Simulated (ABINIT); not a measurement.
Wanted: the native input for an ABINIT 10.8.3 (patched build) run.

```yaml
Task: single point
Functional: PBE
Potentials_or_basis: JTH PAW PBE v2.0
Cutoff: 707 eV
k_mesh: 12 × 12 × 7
Occupations: cold-b (ABINIT), width 0.2 eV
Spin: no spin polarisation
Fine-grid_cutoff: 1306.15 eV
```

Cu:

```
Cu
1.0
     2.53410    0.00000    0.00000
    -1.26705    2.19459    0.00000
     0.00000    0.00000    4.11257
Cu
2
Cartesian
  1.2670 0.7315 3.0844
  0.0000 1.4631 1.0281
```

This isn't the form of Cu at room conditions, which is fcc.

The input as run:

run.abi

```
# Pseudopotentials
pp_dirpath "./"
pseudos "Cu.GGA_PBE-JTH.xml"

# Structure
acell 3*1.0 Angstrom
rprim
     2.5340966698     0.0000000000     0.0000000000
    -1.2670483349     2.1945920917     0.0000000000
     0.0000000000     0.0000000000     4.1125710000
ntypat 1
znucl 29
natom 2
typat 1 1
xcart
     1.2670483350     0.7315306972     3.0844282500
    -0.0000000001     1.4630613945     1.0281427500 Angstrom

# Plane-wave basis
ecut 26.0
pawecutdg 48.0
pawxcdev 0

# k points
kptopt 1
ngkpt 12 12 7
nshiftk 1
shiftk 0.0 0.0 0.0

# Exchange and correlation
ixc 11

# Bands and occupations
nband 23
occopt 5
tsmear 0.2 eV

# SCF cycle
nstep 100
tolvrs 1.0e-9

# Output
iomode 3
prtwf 0
prtden 0
prteig 0
prtebands 0
enunit 2
```

Potentials or basis: JTH PAW PBE v2.0.

The run is started by

```console
$ abinit run.abi > log 2>&1
```

It gave:

| Item | Value |
| --- | --- |
| Pressure | 7.1 GPa |
| Band gap on the k mesh | none (metal or under the smearing width) |
| Valence electrons inside the program's atomic spheres | Cu 17.39 (radii [1.0588] Å) |

It took 73 s on 1 thread of Arm Neoverse V1, with other jobs on the host, peak memory 0.14 GiB.
